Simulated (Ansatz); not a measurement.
An Ansatz input:

```yaml
crystal:
  lattice:
    - [2.3851599471, 0.0, 0.0]
    - [0.0, 2.3851599471, 0.0]
    - [0.0, 0.0, 3.3740495863]
  atoms:
    - { symbol: Fe, position: [1.0, 0.0, 0.0], spin: 2.5 }
    - { symbol: Fe, position: [0.5, 0.5, 0.5], spin: -2.5 }
hamiltonian:
  xc: lda
  pseudopotentials:
    kind: paw
    azcp:
      Fe: "pseudopotentials/Fe.paw.azcp"
basis:
  ecutwfc: 420
  fft_grid_basis: typed
kpoints:
  mp_grid: { grid: [15, 15, 11], shift: [0, 0, 0] }
magnetization:
  spin_polarized: true
scf:
  occupations: { method: fermi_dirac, width: 0.05 }
  lower_state_search: "off"
output:
  stress: true
```

Output

```
Warning: the record states the generating functional pbe (its physics header spells it `PBE`), which answers neither for hamiltonian.xc's functional nor for the lda family's — results may be inconsistent (PPs are generated against a specific XC)
Engine: ansatz 0.2.0, aarch64-unknown-linux-gnu
Pseudopotentials: kind: paw
Pseudopotential: Fe, paw, valence charge 16, recommended cutoff 420 eV (normal) 
Functional definition: SPW92
  exchange = slater_x
  correlation = pw_c
Crystal: 2 atoms, lattice volume = 19.195 Å³
Basis set: ecut = 420 eV, 359 PW (Γ)
Bands: 23, of which v1, the nominal top of the filled ones, is band 16 counted from 1 (15 counted from 0)
Symmetry: 16 space group operations
Space group: P4/mmm (ITA 123), of the structure as read, at distance tolerance 2.7e-5 Å
Magnetic group: BNS 123.350 (UNI 1010), of the structure as read, at distance tolerance 2.7e-5 Å
k-points: 216 of 2475
Non-local potential: Fe, projectors of the file, l = 0: 3, l = 1: 2, l = 2: 3, l = 3: 1
PAW form: soft (Blöchl's): semilocal exchange-correlation on the pseudo side does not see the compensation charge
PAW frozen core: Fe, regenerated for the run's functional, and the local potential with it (the file was generated under x = pbe(κ = 0.804, μ = 0.2195149727645171), c = pbe(β = 0.06672455060314922))
PAW one-centre angular grid: Fe, 590 points (default); XC on 64 Gauss nodes
Initial density: superposition of atomic densities (chi_scale 0.1, normalization cell)
Starting moments: Σ|m| = 5 μB on 2 of 2 sites
Starting magnetic order: antiferromagnet; a translation exchanges its spin sublattices: spin-degenerate at every k-point
Initial wavefunctions: pseudopotential atomic-orbital guess
Functional: x = slater, c = lda
SCF iter   1: F=—  HF=-8840.083995 eV  |F-HF|=—  |Δ(HF+E_count)|=         —  Δρ=1.23e-1 (↑1.23e-1 ↓1.23e-1)  dr2=2.11e0  dr2_m=1.86e0  M=0.000 μB ∫|m|=3.112 μB  β_m=0.30  ethr=3.10e-3  ⟨swp⟩=5.2  Hψ=19220  notcnv=0  defer=9
SCF iter   2: F=—  HF=-8839.830983 eV  |F-HF|=—  |Δ(HF+E_count)|=   2.53e-1  Δρ=8.44e-2 (↑8.44e-2 ↓8.44e-2)  dr2=4.27e-1  dr2_m=1.10e0  M=0.000 μB ∫|m|=2.991 μB  β_m=0.30  ethr=3.10e-3  ⟨swp⟩=3.6  Hψ=9697  notcnv=0  defer=150
SCF iter   3: F=—  HF=-8839.775722 eV  |F-HF|=—  |Δ(HF+E_count)|=   5.53e-2  Δρ=6.31e-2 (↑6.31e-2 ↓6.31e-2)  dr2=1.25e-2  dr2_m=6.96e-1  M=0.000 μB ∫|m|=2.871 μB  β_m=0.30  ethr=1.34e-3  ⟨swp⟩=2.2  Hψ=7468  notcnv=0  defer=150
SCF iter   4: F=—  HF=-8839.816226 eV  |F-HF|=—  |Δ(HF+E_count)|=   4.05e-2  Δρ=5.43e-2 (↑5.43e-2 ↓5.43e-2)  dr2=4.98e-4  dr2_m=5.18e-1  M=0.000 μB ∫|m|=2.725 μB  β_m=0.30  ethr=3.92e-5  ⟨swp⟩=3.0  Hψ=11320  notcnv=0  defer=137
SCF iter   5: F=—  HF=-8839.866736 eV  |F-HF|=—  |Δ(HF+E_count)|=   5.05e-2  Δρ=4.69e-2 (↑4.69e-2 ↓4.69e-2)  dr2=6.70e-4  dr2_m=3.86e-1  M=0.000 μB ∫|m|=2.599 μB  β_m=0.30  ethr=1.56e-6  ⟨swp⟩=2.1  Hψ=9785  notcnv=0  defer=122
SCF iter   6: F=—  HF=-8839.902443 eV  |F-HF|=—  |Δ(HF+E_count)|=   3.57e-2  Δρ=4.07e-2 (↑4.07e-2 ↓4.07e-2)  dr2=5.32e-5  dr2_m=2.91e-1  M=0.000 μB ∫|m|=2.487 μB  β_m=0.30  ethr=1.56e-6  ⟨swp⟩=2.0  Hψ=9704  notcnv=0  defer=119
...
SCF iter  20: F=-8840.041865 eV  HF=-8840.041866 eV  |F-HF|=7.77e-8  |Δ(HF+E_count)|=   1.10e-5  Δρ=2.70e-5 (↑2.70e-5 ↓2.70e-5)  dr2=9.34e-8  dr2_m=9.14e-8  M=0.000 μB ∫|m|=0.007 μB  β_m=0.94  ethr=3.13e-10  ⟨swp⟩=3.4  Hψ=22611  notcnv=0
SCF iter  21: F=—  HF=-8840.041866 eV  |F-HF|=—  |Δ(HF+E_count)|=   2.42e-7  Δρ=2.97e-5 (↑2.97e-5 ↓2.97e-5)  dr2=3.20e-7  dr2_m=2.88e-8  M=0.000 μB ∫|m|=0.004 μB  β_m=0.66  ethr=2.92e-10  ⟨swp⟩=2.1  Hψ=8514  notcnv=0  defer=115
iter 22 did not close the SCF: its close was put off for a magnetic moment that had not settled (scf_convergence_deferred on its scf_iter line)
SCF iter  22: F=-8840.041866 eV  HF=-8840.041866 eV  |F-HF|=1.47e-10  |Δ(HF+E_count)|=   3.33e-9  Δρ=1.14e-6 (↑1.14e-6 ↓1.14e-6)  dr2=4.37e-11  dr2_m=1.94e-10  M=0.000 μB ∫|m|=0.000 μB  β_m=0.83  ethr=2.92e-10  ⟨swp⟩=2.7  Hψ=18516  notcnv=0
SCF iter  23: F=-8840.041866 eV  HF=-8840.041866 eV  |F-HF|=1.46e-11  |Δ(HF+E_count)|=  2.87e-10  Δρ=4.34e-7 (↑4.34e-7 ↓4.34e-7)  dr2=1.31e-12  dr2_m=3.19e-11  M=0.000 μB ∫|m|=0.000 μB  ethr=1.00e-12  ⟨swp⟩=1.0  Hψ=12078  notcnv=0
WARN: the starting moments were not kept: the SCF closed with an absolute magnetisation of 1.6e-4 μB, where they sum to 5 μB in size (2 sites). That is at most 0.1 of that sum. Measured as dr2_m measures the in/out step, that magnetisation stands 2.1e-8 eV from none, at or under the dr2_threshold of 1.0e-7 eV: it is no larger than a step whose dr2_m would equal this threshold. The system may hold no moment; this SCF shows only that its start led to no more than that. To try another start: raise the starting moments (crystal.atoms[].spin, magnetization.per_species, magnetization.initial_magnetization, or on a non-collinear deck that types none of these the spinor_matrix: blocks that start its atoms; where the total moment is fixed, keep their sum and leave initial_magnetization as it is; typed ones take the place of any that the run laid by itself, positive ones on a crystal's lanthanoids without a Hubbard term where scf.initial_density.shell_occupations: [] is typed) or, if the notice of its spin-set hold's release reads "site moments contracting" or "site moments show no strong build", lengthen the hold (scf.mixing.spin_hold: { on: { confirm: 4 } }; for m-r²SCAN on two components see the key's manual first). Each may lead to a state that holds a moment. A second SCF, from the converged charge density, with the starting moments and any scf.initial_density.shell_occupations laid on it anew, would have followed, and was not run: the deck does not ask for one (magnetization.retry_lost_moments is false, the default). To let it run, set magnetization.retry_lost_moments: true and run the deck again, where that key's refused combinations let it; where memory then withholds it, that run's warning says so.
SCF 1 converged in 23 iterations: F = -8840.041866 eV  dr2 = 1.31e-12
SCF converged after 23 iterations
Magnetization: 0.0000 μB (16.0000 up, 16.0000 down)
Absolute magnetization: 0.0002 μB (∫|ρ↑−ρ↓|, with the PAW one-centre terms)
Spin contamination: 0.0000 ħ² per cell (⟨S²⟩ above its minimum at these occupations)
Per-site moments (μB) at R_I (Å): [(-7.750688173068338e-5, 0.9838784781787501), (7.750688173068338e-5, 0.9838784781787501)]
Free energy (F): -8840.041866 eV
Harris-Foulkes:  -8840.041866 eV  (|F-HF|=1.46e-11)
Internal energy: -8840.018191 eV  (E = F + TS)
E sigma→0 (E₀):  -8840.030028 eV
Entropy (-TS):   -0.023675 eV (-11.838 meV/atom)
Fermi energy:    22.170841 eV
--- Per-component energies (eV) ---
  E_band       = -312.493380
  E_kinetic    = 715.927915
  E_local      = -3708.023215  (includes V_loc(G=0)·N_el)
  E_nonlocal   = 434.463100
  E_hartree    = 1572.432739
  E_xc         = -239.386101
  E_vxc        = -309.892345  (∫ρ·V_xc dr)
  E_paw        = -2606.143580  (= ΣΔE_a)
  E_vpaw       = -589.836332  (= ΣTr[D̂ρ^β])
  E_aug_tail   = 0.001978  (compensation charges beyond the density's cutoff)
  E_ewald      = -5010.094097
  E_core_change = 0.803071  (= ΣΔE_core)
  E_smearing   = -0.023675  (= −TS)
  E_closure    = 0.000000  (closes the sum)
  Σ components = -8840.041866   (vs F -8840.041866, Δ=0.00e0)
--- Stress (GPa, compression-positive) ---
       -0.088602       0.000000       0.000000
        0.000000      -0.088602       0.000000
        0.000000       0.000000       0.276380
  P = ⅓ Tr σ = 0.0331 GPa (0.331 kbar)
```
